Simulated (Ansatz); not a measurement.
I:

```
I
1.0
    -2.08938    2.08938    2.08938
     2.08938   -2.08938    2.08938
     2.08938    2.08938   -2.08938
I
1
Direct
  0.00000 0.00000 0.00000
```

The real solid is made of molecules; this cell is a model form.

```yaml
Program: Ansatz 0.2.0
Task: relaxation of cell and atoms
Functional: PBEsol
Dispersion: D4
Potentials_or_basis: Ansatz PAW
Cutoff: "420 eV (not typed: the program's choice for these potentials)"
k_mesh: 9 × 9 × 9
Occupations: fermi-dirac, width 0.05 eV
Spin: no spin polarisation
```

At the start: volume 36.48 Å³/atom.

Q: How do energy, volume and symmetry change on relaxing?

A: It ends after 5 steps and the volume is 31.80 Å³/atom (-12.8 %); space group Im-3m (No. 229, to 0.05 Å).

The path:
| step | energy change (eV) | largest force (eV/Å) | volume (Å³) |
| --- | --- | --- | --- |
| 1 | 0.0000 | 0.0000 | 36.48 |
| 2 | -0.0491 | 0.0000 | 33.56 |
| 3 | -0.0579 | 0.0000 | 31.17 |
| 4 | -0.0593 | 0.0000 | 31.80 |
| 5 | -0.0585 | 0.0000 | 31.80 |

Final structure:
```xyz
1
Lattice="-1.9958 1.9958 1.9958 1.9958 -1.9958 1.9958 1.9958 1.9958 -1.9958" Properties=species:S:1:pos:R:3 pbc="T T T"
I     0.0000    0.0000    0.0000
```

Caveat: the plane-wave basis is chosen anew once the cell has moved, so the energies of steps on either side of that aren't comparable; an odd number of electrons without spin polarisation forces a metal; a magnetic or distorted state may lie lower; pairwise dispersion overbinds metals, which lowers pressure and volume; the PAW data sets come from PBE, with cores solved anew for the run's functional, which leaves a small shift of forces and pressure.
